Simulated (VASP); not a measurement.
Input of a VASP 6.6.1 run:

The input INCAR:

```
PREC     = Accurate       # precision mode
ENCUT    = 350            # plane-wave cutoff, eV
EDIFF    = 1E-5           # SCF threshold, eV
ISMEAR   = 0              # smearing method
SIGMA    = 0.03           # smearing width, eV
LREAL    = Auto         
LASPH    = T              # aspherical terms in the spheres
NELM     = 120            # most SCF steps
ALGO     = Normal         # electronic algorithm
ISIF     = 2              # what is computed and relaxed
LWAVE    = F              # write WAVECAR
LCHARG   = F              # write CHGCAR
ISPIN    = 2              # spin polarisation
MAGMOM   = 0 0 0 0 0 0 0 0 0 0 0 0.17 0.17 0.17 0 0 0 0 0 0.17 0.17 0.17 0 # initial moments
LORBIT   = 11             # projections on sites
NUPDOWN  = 1              # fixed moment
LMAXMIX  = 4              # l up to which the mixer works
GGA      = PS             # functional
NELECT   = 195.0        
ISYM     = 0            
KPAR     = 4
```

The input KPOINTS:

```
regular mesh
0
Gamma
  4 4 2
```

File POSCAR:

```
W7S16                                   
1.0
    6.3064000000      0.0000000000      0.0000000000
   -3.1532000000      5.4615026064      0.0000000000
    0.0000000000      0.0000000000     12.3230000000
  W               S             
     7    16
Direct
     0.1820632679083213    0.8424451043524656    0.2500878015719276
     0.6566307932136140    0.3263343520306722    0.2486778753695550
     0.6566835742250469    0.8343581491562932    0.2517936619324169
     0.3332845257642703    0.1673375626145366    0.7499859640855825
     0.3331791046172321    0.6675693297302623    0.7505395163851368
     0.8335171168091846    0.1675112127821748    0.7502176304099311
     0.8335321268502158    0.6676031752190784    0.7502321025942920
     0.1668636678779216    0.3345185965962717    0.6229777249870081
     0.1667871260892977    0.8336341472712920    0.6228018139517127
     0.6672744403186786    0.3344469779881385    0.6230914968442393
     0.6660264179500385    0.8338665731755198    0.6228298810829455
     0.3102335952468509    0.1965051481446064    0.1405814411913144
     0.3588115919784943    0.7187117332628959    0.1103317904008907
     0.8336024721660196    0.1832668182590987    0.1282664618762918
     0.8388157193064252    0.6753182428968406    0.1271657545192211
     0.1667423909899786    0.3339649032642233    0.8774862746056665
     0.1666382545155524    0.8348690088792784    0.8776230154694372
     0.6662129815801491    0.3336682319223713    0.8776822647041812
     0.6671327329553297    0.8344213824363761    0.8773980422677784
     0.3550353900481163    0.1437892594372022    0.3889062807003747
     0.3080248206423782    0.6141269828625124    0.3582295546126072
     0.8250773693698695    0.1507252162672973    0.3745644133854196
     0.8389425195770047    0.6670978914505983    0.3731222370520626
```

Potentials or basis: VASP PAW PBE potentials, release 64 (W_sv, S).

Command:

```bash
$ cat potpaw_PBE.64/W_sv/POTCAR potpaw_PBE.64/S/POTCAR > POTCAR
$ mpirun -np 4 vasp_std > vasp.out
```

What does it give for the largest force?

0.142 eV/Å.

Forces on the atoms (eV/Å):
```
W    0.126  0.065  0.011
W    0.062  0.071 -0.060
W    0.068  0.026  0.039
W   -0.002  0.008 -0.005
W    0.005  0.001 -0.007
W   -0.007 -0.001 -0.005
W   -0.002 -0.005  0.000
S   -0.002 -0.003 -0.002
S   -0.003 -0.006  0.015
S   -0.003 -0.004  0.002
S    0.006 -0.002 -0.006
S   -0.046  0.069 -0.040
S   -0.056  0.013  0.000
S   -0.012  0.000 -0.033
S   -0.071 -0.061  0.025
S    0.003 -0.002  0.006
S   -0.001 -0.001 -0.004
S   -0.006  0.013  0.007
S    0.005  0.002 -0.001
S   -0.004 -0.066  0.006
S    0.008 -0.081  0.054
S    0.035 -0.002  0.019
S   -0.102 -0.033 -0.021
```

Caveat: the cell is charged against a uniform background, so pressure and absolute levels hang on convention; the PAW data sets were made with another functional, which shifts forces and pressure a little; the total moment is fixed, so each spin has its own Fermi level. Spin-orbit coupling is left out, which matters for the levels of W.
